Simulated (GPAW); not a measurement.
## PbSe (Clausthalite) in GPAW: convergence with broadening (eV)

Input of the first run (broadening (eV) 0.05); the others differ in this setting and in those tied to it:

run.py

```python
import json
import numpy as np
from ase.dft.bandgap import bandgap
from ase.io import read, write
from gpaw import GPAW, PW
from gpaw.response.g0w0 import G0W0

atoms = read('POSCAR')

calc = GPAW(mode=PW(400),
            xc='LDA',
            kpts={'size': (4, 4, 4), 'gamma': True},
            occupations={'name': 'fermi-dirac', 'width': 0.001},
            nbands=19,
            convergence={'density': 1e-06},
            maxiter=150,
            txt='gpaw.txt')
atoms.calc = calc
energy = atoms.get_potential_energy()
calc.write('gs.gpw')
write('result.traj', atoms)
print(f'Energy: {energy:.6f} eV')
print('Fermi level:', round(calc.get_fermi_level(), 4), 'eV')
print(f'Gap: {bandgap(calc)[0]:.4f} eV, direct: {bandgap(calc, direct=True)[0]:.4f} eV')

calc.diagonalize_full_hamiltonian(nbands=97)
calc.write('full.gpw', mode='all')

ibz = calc.get_ibz_k_points()
gap, vbm, cbm = bandgap(calc, output=None)
gap, direct, _ = bandgap(calc, direct=True, output=None)
gamma = int(np.abs(ibz).sum(1).argmin())
kpts = sorted({gamma, vbm[1], cbm[1], direct[1]})
gw = G0W0(calc='full.gpw',
          filename='gw',
          ecut=80,
          ecut_extrapolation=False,
          relbands=(-1, 1),
          kpts=kpts,
          integrate_gamma='WS',
          nbands=93,
          frequencies={'type': 'nonlinear', 'domega0': 0.05, 'omega2': 10},
          eta=0.05)
gw.calculate()
results = {mode: {key: np.asarray(r[key]).tolist() for key in ['f', 'eps', 'vxc', 'exx', 'sigma', 'Z', 'qp', 'sigma_eskn']}
           for mode, r in gw.all_results.items()}
json.dump({'kpts': ibz[kpts].tolist(), 'results': results}, open('gw.json', 'w'))
for mode, r in results.items():
    f, qp = np.array(r['f']), np.array(r['qp'])
    print(mode, 'quasiparticle energies (eV):')
    print(qp.round(3))
    print(mode, 'gap:', round(qp[f < 0.5].min() - qp[f > 0.5].max(), 4), 'eV')
```

File POSCAR:

```
PbSe
1.0
    0.0000000000      3.0606500000      3.0606500000
    3.0606500000      0.0000000000      3.0606500000
    3.0606500000      3.0606500000      0.0000000000
Pb Se
1 1
Direct
    0.0000000000      0.0000000000      0.0000000000
    0.5000000000      0.5000000000      0.5000000000
```

Potentials or basis: the program's PAW data sets (release 1.2.1) made for this functional, pw.

Command:

```bash
$ OMP_NUM_THREADS=1 python run.py
```

Hardware: 1 thread of Arm Neoverse N1, with other jobs on the host.

```
broadening (eV)  quasiparticle gap at the points computed (eV)  SCF cycles  CPU time (s)  peak memory (GiB)
           0.05                                          0.223          11           120               0.55
            0.1                                          0.210          11           120               0.55
            0.2                                          0.210          11           120               0.55
            0.3                                          0.216          11           120               0.55
            0.5                                          0.233          11           120               0.55
```

Against the tightest run, the quasiparticle gap at the points computed stays within 0.05 eV from 0.05 on. The tightest run that finished is the yardstick and may itself not be fully converged.

Caveat, for the tightest run too: the k mesh is coarse (spacing up to 0.44 Å⁻¹), so the values aren't converged; the quasiparticle gap is taken among the few k points that were corrected; the long-wavelength limit can be off by a per cent or two; spin-orbit coupling is left out, which as a rule narrows the gap of such compounds by several tenths of an eV.
